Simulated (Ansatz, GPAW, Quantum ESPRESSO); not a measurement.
## One calculation of AlPt, 3 ways

```xyz
2
Lattice="3.0915 0.0000 0.0000 0.0000 3.0915 0.0000 0.0000 0.0000 3.0915" Properties=species:S:1:pos:R:3 pbc="T T T"
Pt    1.5458    1.5458    1.5458
Al    0.0000    0.0000    0.0000
```

Measurements of this composition are mostly on another form, of space group No. 198.

Alike in all runs: task equation of state; functional LDA; k mesh 9 × 9 × 9; occupations fermi-dirac, width 0.05 eV; no spin polarisation; no spin-orbit coupling. LDA stands for any of its common fits.

```csv
program and potentials,plane-wave cutoff (eV),notes,equilibrium volume (Å³/atom),bulk modulus (GPa)
"GPAW, the program's PAW data sets (release 1.2.1) made for this functional",600,-,14.06,212.2
"Quantum ESPRESSO, GBRV 1.5 LDA",612,-,14.03,214.1
"Ansatz, all-electron LAPW, scalar-relativistic",-,-,14.03,213.3
```

The equilibrium volume spans 14.03 (Quantum ESPRESSO, GBRV 1.5 LDA) to 14.06 Å³/atom (GPAW, the program's PAW data sets (release 1.2.1) made for this functional), with all-electron results at 14.03. The bulk modulus spans 212.2 (GPAW, the program's PAW data sets (release 1.2.1) made for this functional) to 214.1 GPa (Quantum ESPRESSO, GBRV 1.5 LDA), with all-electron results at 213.3. For a metal such a mesh isn't converged, which the comparison doesn't need.

Differences between rows come from potentials, basis sets and numerical settings, since the functional is the same but for its coding. Runs on potential files found faulty are left out.
